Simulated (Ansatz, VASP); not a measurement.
## Two plane-wave programs on Hf

File INCAR:

```
PREC     = Accurate       # precision mode
ENCUT    = 520            # plane-wave cutoff, eV
EDIFF    = 1E-7           # SCF threshold, eV
ISMEAR   = -1             # smearing method
SIGMA    = 0.05           # smearing width, eV
LREAL    = False          # projectors in reciprocal space
LASPH    = True           # aspherical terms in the spheres
NELM     = 100            # most SCF steps
ALGO     = Normal         # electronic algorithm
ISIF     = 2              # what is computed and relaxed
LWAVE    = False          # write WAVECAR
LCHARG   = False          # write CHGCAR
GGA      = PS             # functional
NBANDS   = 17             # bands
```

File KPOINTS:

```
Automatic mesh
0
Gamma
  10 10 5
```

Contents of POSCAR:

```
Hf
1.0
    3.1314429137      0.0000000000      0.0000000000
   -1.5657214569      2.7119091138      0.0000000000
    0.0000000000      0.0000000000      4.9545506207
Hf
2
Direct
    0.6666666667      0.3333333333      0.7500000000
    0.3333333333      0.6666666667      0.2500000000
```

File input.yaml:

```yaml
crystal:
  lattice:
    - [3.1314429137, 0.0, 0.0]
    - [-1.5657214569, 2.7119091138, 0.0]
    - [0.0, 0.0, 4.9545506207]
  atoms:
    - { symbol: Hf, position: [0.6666666667, 0.3333333333, 0.75] }
    - { symbol: Hf, position: [0.3333333333, 0.6666666667, 0.25] }
hamiltonian:
  xc: pbesol
  pseudopotentials: { kind: paw }
kpoints:
  mp_grid: { grid: [10, 10, 5] }
scf:
  occupations: { method: fermi_dirac, width: 0.05 }
output:
  forces: true
  stress: true
  eigenvalues: true
  write_density: true
  write_potential: true
  elf: true
  volumetric_format: npy
```

Change from the starting cell: volume scaled by 0.94.

Alike in both runs: task single point; functional PBEsol; k mesh 10 × 10 × 5; occupations fermi-dirac, width 0.05 eV; no spin polarisation.

```csv
,VASP,Ansatz
version,VASP 6.6.1,Ansatz 0.2.0
potentials or method,"VASP PAW PBE potentials, release 64 (Hf_pv)",Ansatz PAW
plane-wave cutoff (eV),520,420
valence electrons in the cell,20,52
```

```tsv
	VASP	Ansatz	Ansatz less VASP
gap on the k mesh at the Fermi level (eV)	none	none	-
pressure (GPa)	2.6	3.0	+0.38
largest component of the traceless stress (GPa)	0.11	0.05	-0.066
```

A gap of «none» marks a metal or a gap that the smearing closes. The two sets of potentials don't hold the same shells in valence.

Caveats: the PAW data sets were made with another functional, which shifts forces and pressure a little (VASP); the PAW data sets come from PBE, with cores solved anew for the run's functional, which leaves a small shift of forces and pressure (Ansatz). The runs have no spin-orbit coupling, so splittings on Hf are missing.
